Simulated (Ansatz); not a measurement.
**Mg_i (void) in AlN (P6_3mc): charge-transition levels and formation energies**

Wanted: the transition levels of a interstitial in AlN (P6_3mc), from a cell of 72 host atoms with 1 Mg put in.

Method: place-levels on r2SCAN runs: charge-transition levels and formation energies with image-charge correction and potential alignment at the atomic sites; PAW set soft_1, in Ansatz 0.2.0.

**1. Set-up**

The cell holds 73 atoms: 36 Al, 36 N and 1 Mg. Cell: a = 9.320 Å, b = 9.320 Å, c = 9.956 Å, α = 90.0°, β = 90.0°, γ = 120.0°. It derives from AlN (space group P6_3mc). Nearest the centre at fractional (0.667, 0.667, 0.345): Mg73 at 0.00 Å, Al65 at 2.03 Å, N67 at 2.03 Å, Al41 at 2.03 Å, N43 at 2.03 Å, N35 at 2.03 Å, Al33 at 2.03 Å, Al66 at 2.36 Å.

Coordinates:

```xyz
73
Lattice="9.3196 0.0000 0.0000 -4.6598 8.0710 0.0000 0.0000 0.0000 9.9565" Properties=species:S:1:pos:R:3 pbc="T T T"
Al    1.5533    0.8968    2.4852
Al    0.0000    1.7936    4.9743
N     1.5533    0.8968    4.3848
N     0.0000    1.7936    1.8957
Al    1.5533    0.8968    7.4634
Al    0.0000    1.7936    9.9525
N     1.5533    0.8968    9.3631
N     0.0000    1.7936    6.8739
Al    0.0000    3.5871    2.4852
Al   -1.5533    4.4839    4.9743
N     0.0000    3.5871    4.3848
N    -1.5533    4.4839    1.8957
Al    0.0000    3.5871    7.4634
Al   -1.5533    4.4839    9.9525
N     0.0000    3.5871    9.3631
N    -1.5533    4.4839    6.8739
Al   -1.5533    6.2774    2.4852
Al   -3.1065    7.1742    4.9743
N    -1.5533    6.2774    4.3848
N    -3.1065    7.1742    1.8957
Al   -1.5533    6.2774    7.4634
Al   -3.1065    7.1742    9.9525
N    -1.5533    6.2774    9.3631
N    -3.1065    7.1742    6.8739
Al    4.6598    0.8968    2.4852
Al    3.1065    1.7936    4.9743
N     4.6598    0.8968    4.3848
N     3.1065    1.7936    1.8957
Al    4.6598    0.8968    7.4634
Al    3.1065    1.7936    9.9525
N     4.6598    0.8968    9.3631
N     3.1065    1.7936    6.8739
Al    3.1065    3.5871    2.4852
Al    1.5533    4.4839    4.9743
N     3.1065    3.5871    4.3848
N     1.5533    4.4839    1.8957
Al    3.1065    3.5871    7.4634
Al    1.5533    4.4839    9.9525
N     3.1065    3.5871    9.3631
N     1.5533    4.4839    6.8739
Al    1.5533    6.2774    2.4852
Al    0.0000    7.1742    4.9743
N     1.5533    6.2774    4.3848
N     0.0000    7.1742    1.8957
Al    1.5533    6.2774    7.4634
Al    0.0000    7.1742    9.9525
N     1.5533    6.2774    9.3631
N     0.0000    7.1742    6.8739
Al    7.7663    0.8968    2.4852
Al    6.2130    1.7936    4.9743
N     7.7663    0.8968    4.3848
N     6.2130    1.7936    1.8957
Al    7.7663    0.8968    7.4634
Al    6.2130    1.7936    9.9525
N     7.7663    0.8968    9.3631
N     6.2130    1.7936    6.8739
Al    6.2130    3.5871    2.4852
Al    4.6598    4.4839    4.9743
N     6.2130    3.5871    4.3848
N     4.6598    4.4839    1.8957
Al    6.2130    3.5871    7.4634
Al    4.6598    4.4839    9.9525
N     6.2130    3.5871    9.3631
N     4.6598    4.4839    6.8739
Al    4.6598    6.2774    2.4852
Al    3.1065    7.1742    4.9743
N     4.6598    6.2774    4.3848
N     3.1065    7.1742    1.8957
Al    4.6598    6.2774    7.4634
Al    3.1065    7.1742    9.9525
N     4.6598    6.2774    9.3631
N     3.1065    7.1742    6.8739
Mg    3.1065    5.3807    3.4350
```

Screening for the image-charge correction: ε∞ = (4.49, 4.49, 4.72), ε0 = (8.15, 8.15, 9.65), computed on the host (DFPT, PBEsol, on the r2SCAN cell), and a cell off the functional's own equilibrium shifts the ionic part.

The cell's shortest repeat is 9.3 Å.

**2. The runs of each charge state**

Levels follow from differences of total energies between charge states, each relaxed by itself.

Random displacements of about 0.05 Å break the site symmetry at the start, so that the relaxation can reach a distorted minimum if there is one. Forces are taken at one point at (¼, ¼, ¼). The cell holds 1 electron fewer than the neutral one, with a uniform background that keeps it neutral on the whole. The electron count is odd, so at least one spin is unpaired; this run locks the moment at 1 μB.

The sampling was tested on the host first: at the k-points planned (1x1x1 shifted 0.25 0.25 0.25) its energy lies -0.014 eV an atom from the dense-mesh value, under the bound of 0.02 eV set for this test; that bounds the host's error, not the defect's.

One state's input; the others differ in charge, spin, start and seed, and in occupations where the table says so.

qp1_M1.relax/input.yaml reads:

```yaml
crystal:
  lattice:
    - [9.31956554, 9.0e-08, 0.0]
    - [-4.65978284, 8.07098046, 0.0]
    - [0.0, 0.0, 9.95647772]
  atoms:
    - { symbol: Al, position: [0.22222222, 0.11111111, 0.24960167] }
    - { symbol: Al, position: [0.11111111, 0.22222222, 0.49960167] }
    - { symbol: "N", position: [0.22222222, 0.11111111, 0.44039833] }
    - { symbol: "N", position: [0.11111111, 0.22222222, 0.19039833] }
    - { symbol: Al, position: [0.22222222, 0.11111111, 0.74960167] }
    - { symbol: Al, position: [0.11111111, 0.22222222, 0.99960167] }
    - { symbol: "N", position: [0.22222222, 0.11111111, 0.94039833] }
    - { symbol: "N", position: [0.11111111, 0.22222222, 0.69039833] }
    - { symbol: Al, position: [0.22222222, 0.44444444, 0.24960167] }
    - { symbol: Al, position: [0.11111111, 0.55555556, 0.49960167] }
    - { symbol: "N", position: [0.22222222, 0.44444444, 0.44039833] }
    - { symbol: "N", position: [0.11111111, 0.55555556, 0.19039833] }
    - { symbol: Al, position: [0.22222222, 0.44444444, 0.74960167] }
    - { symbol: Al, position: [0.11111111, 0.55555556, 0.99960167] }
    - { symbol: "N", position: [0.22222222, 0.44444444, 0.94039833] }
    - { symbol: "N", position: [0.11111111, 0.55555556, 0.69039833] }
    - { symbol: Al, position: [0.22222222, 0.77777778, 0.24960167] }
    - { symbol: Al, position: [0.11111111, 0.88888889, 0.49960167] }
    - { symbol: "N", position: [0.22222222, 0.77777778, 0.44039833] }
    - { symbol: "N", position: [0.11111111, 0.88888889, 0.19039833] }
    - { symbol: Al, position: [0.22222222, 0.77777778, 0.74960167] }
    - { symbol: Al, position: [0.11111111, 0.88888889, 0.99960167] }
    - { symbol: "N", position: [0.22222222, 0.77777778, 0.94039833] }
    - { symbol: "N", position: [0.11111111, 0.88888889, 0.69039833] }
    - { symbol: Al, position: [0.55555556, 0.11111111, 0.24960167] }
    - { symbol: Al, position: [0.44444444, 0.22222222, 0.49960167] }
    - { symbol: "N", position: [0.55555556, 0.11111111, 0.44039833] }
    - { symbol: "N", position: [0.44444444, 0.22222222, 0.19039833] }
    - { symbol: Al, position: [0.55555556, 0.11111111, 0.74960167] }
    - { symbol: Al, position: [0.44444444, 0.22222222, 0.99960167] }
    - { symbol: "N", position: [0.55555556, 0.11111111, 0.94039833] }
    - { symbol: "N", position: [0.44444444, 0.22222222, 0.69039833] }
    - { symbol: Al, position: [0.55555556, 0.44444444, 0.24960167] }
    - { symbol: Al, position: [0.44444444, 0.55555556, 0.49960167] }
    - { symbol: "N", position: [0.55555556, 0.44444444, 0.44039833] }
    - { symbol: "N", position: [0.44444444, 0.55555556, 0.19039833] }
    - { symbol: Al, position: [0.55555556, 0.44444444, 0.74960167] }
    - { symbol: Al, position: [0.44444444, 0.55555556, 0.99960167] }
    - { symbol: "N", position: [0.55555556, 0.44444444, 0.94039833] }
    - { symbol: "N", position: [0.44444444, 0.55555556, 0.69039833] }
    - { symbol: Al, position: [0.55555556, 0.77777778, 0.24960167] }
    - { symbol: Al, position: [0.44444444, 0.88888889, 0.49960167] }
    - { symbol: "N", position: [0.55555556, 0.77777778, 0.44039833] }
    - { symbol: "N", position: [0.44444444, 0.88888889, 0.19039833] }
    - { symbol: Al, position: [0.55555556, 0.77777778, 0.74960167] }
    - { symbol: Al, position: [0.44444444, 0.88888889, 0.99960167] }
    - { symbol: "N", position: [0.55555556, 0.77777778, 0.94039833] }
    - { symbol: "N", position: [0.44444444, 0.88888889, 0.69039833] }
    - { symbol: Al, position: [0.88888889, 0.11111111, 0.24960167] }
    - { symbol: Al, position: [0.77777778, 0.22222222, 0.49960167] }
    - { symbol: "N", position: [0.88888889, 0.11111111, 0.44039833] }
    - { symbol: "N", position: [0.77777778, 0.22222222, 0.19039833] }
    - { symbol: Al, position: [0.88888889, 0.11111111, 0.74960167] }
    - { symbol: Al, position: [0.77777778, 0.22222222, 0.99960167] }
    - { symbol: "N", position: [0.88888889, 0.11111111, 0.94039833] }
    - { symbol: "N", position: [0.77777778, 0.22222222, 0.69039833] }
    - { symbol: Al, position: [0.88888889, 0.44444444, 0.24960167] }
    - { symbol: Al, position: [0.77777778, 0.55555556, 0.49960167] }
    - { symbol: "N", position: [0.88888889, 0.44444444, 0.44039833] }
    - { symbol: "N", position: [0.77777778, 0.55555556, 0.19039833] }
    - { symbol: Al, position: [0.88888889, 0.44444444, 0.74960167] }
    - { symbol: Al, position: [0.77777778, 0.55555556, 0.99960167] }
    - { symbol: "N", position: [0.88888889, 0.44444444, 0.94039833] }
    - { symbol: "N", position: [0.77777778, 0.55555556, 0.69039833] }
    - { symbol: Al, position: [0.88888889, 0.77777778, 0.24960167] }
    - { symbol: Al, position: [0.77777778, 0.88888889, 0.49960167] }
    - { symbol: "N", position: [0.88888889, 0.77777778, 0.44039833] }
    - { symbol: "N", position: [0.77777778, 0.88888889, 0.19039833] }
    - { symbol: Al, position: [0.88888889, 0.77777778, 0.74960167] }
    - { symbol: Al, position: [0.77777778, 0.88888889, 0.99960167] }
    - { symbol: "N", position: [0.88888889, 0.77777778, 0.94039833] }
    - { symbol: "N", position: [0.77777778, 0.88888889, 0.69039833] }
    - { symbol: Mg, position: [0.666667, 0.666667, 0.345] }
  host:
    repeats: [3, 3, 2]
    atoms:
      - { symbol: Al, position: [0.66666667, 0.33333333, 0.49920333] }
      - { symbol: Al, position: [0.33333333, 0.66666667, 0.99920333] }
      - { symbol: "N", position: [0.66666667, 0.33333333, 0.88079667] }
      - { symbol: "N", position: [0.33333333, 0.66666667, 0.38079667] }
total_charge: 1
basis:
  ecutwfc: 500
  xc_grid: 2
hamiltonian:
  xc: r2scan
  pseudopotentials: { kind: paw, azcp: { folder: soft_1 } }
kpoints:
  mp_grid: { grid: [1, 1, 1], shift: [0.25, 0.25, 0.25] }
magnetization:
  spin_polarized: true
  initial_magnetization: 1
  spin_locking: { lock_magnetization: hard }
scf:
  occupations: { method: fixed }
  max_iter: 80
output:
  forces: true
  charged_corrections:
    epsilon: [4.49, 4.49, 4.72]
    static_epsilon: [8.15, 8.15, 9.65]
    defect_position: [0.666667, 0.666667, 0.345]
relax:
  f_tol: 0.02
  max_steps: 80
  random_displacement: { amplitude: 0.05, seed: 3211 }
checkpoint:
  write: "../qp1_M1.relax.run"
  compress: false
  write_wavefunctions: true
  write_every: 100000
```

The run is started by

```bash
$ ansatz run input.yaml --threads 4 --pin off --max-ram 7536MiB --backend cpu --events-out ev --progress --plain --runs-dir out
```

The relaxed structure is kept and the sampling changed to a 2×2×2 shifted mesh.

The run of this state that the levels use, under r2SCAN:

qp1_M1.point/input.yaml reads:

```yaml
crystal:
  checkpoint: "../qp1_M1.relax.run"
  host: checkpoint
total_charge: 1
basis:
  ecutwfc: 500
  xc_grid: 2
hamiltonian:
  xc: r2scan
  pseudopotentials: { kind: paw, azcp: { folder: soft_1 } }
kpoints:
  mp_grid: { grid: [2, 2, 2], shift: [0.5, 0.5, 0.5] }
magnetization:
  spin_polarized: true
  initial_magnetization: 1
  spin_locking: { lock_magnetization: hard }
scf:
  occupations: { method: fermi_dirac, width: 0.01 }
  max_iter: 80
output:
  forces: true
  eigenvalues: true
  charged_corrections:
    epsilon: [4.49, 4.49, 4.72]
    static_epsilon: [8.15, 8.15, 9.65]
    defect_position: [0.666667, 0.666667, 0.345]
  eigenstates: { localisation: true }
  populations: true
  efg: {}
  band_densities: [{ bands: [v1, v1] }, { bands: [c1, c1] }]
  write_density: true
  write_potential: true
  volumetric_format: npy
  elf: true
checkpoint:
  read: "../qp1_M1.relax.run"
  write: "../qp1_M1.point.run"
  compress: false
  write_wavefunctions: false
  write_every: 100000
```

Relaxations under r2SCAN at one point at (¼, ¼, ¼); times on 4 threads of Arm Neoverse V2, shared host:

```
charge  moment (μB)  occupations    outcome  steps  largest displacement against the far atoms (Å)     time
     0            0        fixed  converged     10                                            0.29  1.9 min
    +1            1        fixed  converged     11                                            0.27  5.2 min
    +2            0        fixed  converged      6                                            0.25     75 s
```

Single points under r2SCAN at a 2×2×2 shifted mesh; times on 4 threads of Arm Neoverse V2, shared host:

```
charge  moment (μB)  occupations    outcome     time
     0            0  fermi-dirac  converged     76 s
    +1            1  fermi-dirac  converged  3.5 min
    +2            0  fermi-dirac  converged     72 s
```

Distances (Å) from Mg73 to the nearest atoms after relaxation with r2SCAN:

```
charge  moment (μB)      1.      2.      3.       4.       5.       6.
     0            0  N 2.04  N 2.04  N 2.04  Al 2.30  Al 2.30  Al 2.30
    +1            1  N 2.02  N 2.02  N 2.02  Al 2.29  Al 2.29  Al 2.29
    +2            0  N 2.00  N 2.00  N 2.00  Al 2.27  Al 2.27  Al 2.27
```

[end of part 1 of 2]

[Logs are printed without paths, hosts, clocks, repeated set-up lines and the standing remarks that a program may print on its own settings, such as how far it seeks lower states.]

[Hosts, paths, dates, database ids (printed as entryN), source tags and the programs' standing remarks are cut or masked in the printed files.]

[Where a table of states has a column of steps, it counts the stored structures, which are thinned; the runs took as many ionic steps or more.]

[A defect's name tells the site on which it was built; relaxed atoms can leave that site.]

[For some hosts the program warned that the k-mesh of the response run may be too coarse for force constants and the static dielectric constant; such warnings are not shown here.]
